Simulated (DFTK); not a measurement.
SnSe:

```
CELL_PARAMETERS angstrom
0.00000 3.01000 3.01000
3.01000 0.00000 3.01000
3.01000 3.01000 0.00000
ATOMIC_POSITIONS crystal
Sn 0.00000 0.00000 0.00000
Se 0.50000 0.50000 0.50000
```

Measurements of this composition are mostly on another form, of space group No. 62.

Base run:

```yaml
Program: DFTK 0.8.2
Functional: PBE
Potentials_or_basis: SG15 1.2 (PBE)
Cutoff: 952 eV
k_mesh: 7 × 7 × 7
Occupations: fermi-dirac, width 0.05 eV
Spin: no spin polarisation
```

Its results: pressure 1.0 GPa.

Problem. The run is repeated on the same cell with these changes: functional from PBE to r2SCAN; cutoff from 952 eV to 1225 eV; k mesh from 7 × 7 × 7 to 5 × 5 × 5. What comes out?

Solution. Pressure -0.9 GPa.

Several settings changed at once, so the effect can't be laid on one alone.

Caveats: the potentials were made for another functional, which shifts forces and pressure (some runs).
